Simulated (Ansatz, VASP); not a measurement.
## Two plane-wave programs on SnO2

The input POSCAR:

```
SnO2
1.0
    0.0000000000      2.5741500000      2.5741500000
    2.5741500000      0.0000000000      2.5741500000
    2.5741500000      2.5741500000      0.0000000000
Sn O
1 2
Direct
    0.0000000000      0.0000000000      0.0000000000
    0.7500000000      0.7500000000      0.7500000000
    0.2500000000      0.2500000000      0.2500000000
```

Contents of INCAR.step1:

```
PREC = Accurate ; ENCUT = 520
ISMEAR = -1 ; SIGMA = 0.05
LREAL = False ; LASPH = True
NELM = 150 ; MAGMOM = 0 0 0 0 0 0 0 0 0
LSORBIT = True ; GGA_COMPAT = False
NBANDS = 39 ; GGA = PE
ALGO = Normal ; EDIFF = 1E-4
LWAVE = True ; LCHARG = False
```

INCAR.step2

```
PREC = Accurate ; ENCUT = 520
EDIFF = 1E-7 ; ISMEAR = -1
SIGMA = 0.05 ; LREAL = False
LASPH = True ; NELM = 150
ALGO = Normal ; ISIF = 2
LWAVE = False ; LCHARG = True
MAGMOM = 0 0 0 0 0 0 0 0 0 ; LORBIT = 11
LSORBIT = True ; GGA_COMPAT = False
LORBMOM = True ; METAGGA = R2SCAN
LMIXTAU = True ; LVHAR = True
NBANDS = 39 ; ISTART = 1
```

KPOINTS

```
Automatic mesh
0
Gamma
  7 7 7
```

input.yaml

```yaml
crystal:
  lattice:
    - [0.0, 2.57415, 2.57415]
    - [2.57415, 0.0, 2.57415]
    - [2.57415, 2.57415, 0.0]
  atoms:
    - { symbol: Sn, position: [0.0, 0.0, 0.0] }
    - { symbol: O, position: [0.75, 0.75, 0.75] }
    - { symbol: O, position: [0.25, 0.25, 0.25] }
hamiltonian:
  xc: r2scan
  pseudopotentials: { kind: paw_fr }
magnetization:
  noncollinear: true
  spin_orbit: true
kpoints:
  mp_grid: { grid: [7, 7, 7] }
  band_path:
    path:
      - [[0.0, 0.0, 0.0], [0.5, 0.0, 0.5], [0.5, 0.25, 0.75], [0.375, 0.375, 0.75], [0.0, 0.0, 0.0], [0.5, 0.5, 0.5], [0.625, 0.25, 0.625], [0.5, 0.25, 0.75], [0.5, 0.5, 0.5], [0.375, 0.375, 0.75]]
      - [[0.625, 0.25, 0.625], [0.5, 0.0, 0.5]]
    npoints: 14
scf:
  occupations: { method: fermi_dirac, width: 0.05 }
  n_extra_bands: 7
output:
  forces: true
  stress: true
  eigenvalues: true
  fatbands: true
```

Measurements of this composition are mostly on another form, of space group No. 136.

Alike in both runs: functional r2SCAN; k mesh 7 × 7 × 7; occupations fermi-dirac, width 0.05 eV; non-collinear spin, spin-orbit coupling.

```csv
,VASP,Ansatz
version,VASP 6.6.1,Ansatz 0.2.0
potentials or method,"VASP PAW PBE potentials, release 64 (Sn_d, O)",Ansatz PAW
plane-wave cutoff (eV),520,500
valence electrons in the cell,26,26
task,single point,band structure
```

VASP gave:

```
gap on the k mesh at the Fermi level (eV) : 0.46
least direct gap on the mesh (eV)         : 1.67
pressure (GPa)                            : -8.6
net moment per atom (μB)                  : 0.00
```

**Question.** Estimate Ansatz's values.

**Answer.** gap on the k mesh at the Fermi level (eV): 0.45; least direct gap on the mesh (eV): 1.65; pressure (GPa): -9.7; net moment per atom (μB): 0.00.

With one functional, cell and mesh, what is left measures potentials, basis and numerics.

Caveats: the PAW data sets were made with another functional, which shifts forces and pressure a little (VASP); the k mesh misses the band edges, so the gap on the mesh is wider than the one along the path (Ansatz); the PAW data sets come from PBE, with cores solved anew for the run's functional, which leaves a small shift of forces and pressure (Ansatz).
